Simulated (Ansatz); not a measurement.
All numbers below come from DFT PBE, scalar-relativistic, plane waves, PAW (Ansatz). All cells share a 420 eV cutoff and Γ-centred k meshes spaced at most about 0.3 Å⁻¹ (about 0.25 or finer for metals, 2π included). No spin polarisation.

All energies are static (0 K, no zero-point motion).

Two forms of TiTe2 were relaxed alike.

A.

```
CELL_PARAMETERS angstrom
5.98555 0.00000 0.00000
0.00000 5.98555 0.00000
0.00000 0.00000 5.98555
ATOMIC_POSITIONS crystal
Ti 0.00000 0.00000 0.00000
Ti 0.50000 0.50000 0.50000
Te 0.25000 0.75000 0.25000
Te 0.75000 0.25000 0.25000
Te 0.75000 0.75000 0.75000
Te 0.25000 0.25000 0.75000
```

B.

```
CELL_PARAMETERS angstrom
6.14136 0.00000 0.00000
0.00000 7.04344 0.00000
0.00000 0.00000 3.73631
ATOMIC_POSITIONS crystal
Ti 0.00000 0.00000 0.00000
Ti 0.50000 0.50000 0.50000
Te 0.22408 0.34878 0.00000
Te 0.77592 0.65122 0.00000
Te 0.72408 0.15122 0.50000
Te 0.27592 0.84878 0.50000
```

Question: Which form is favoured at zero pressure, and by what margin per atom?

Answer: B is lower, by 0.36 eV/atom. A has the anti-cuprite type, space group Pn-3m (No. 224), 35.7 Å³/atom and no gap on its mesh; B has the CaCl2 type, space group Pnnm (No. 58), 26.9 Å³/atom and no gap. Counting Te atoms around Ti (those within 1.25 times the shortest such distance or 1.15 times the sum of covalent radii), A has Ti 4 and B has Ti 6. The denser one is the lower, and pressure would at first widen the difference. Both come from invented guesses. The lowest form computed isn't among them: it has the cadmium iodide type, space group P-3m1 (No. 164), 28.4 Å³/atom, is reached from a cell as deposited in COD and lies 95 meV/atom below the best shown.

Spin–orbit coupling, which can matter for Te, is left out. Cells relaxed within their symmetry can be saddle points. Some candidate types were left out of the draw beforehand, so a known form may be missing.
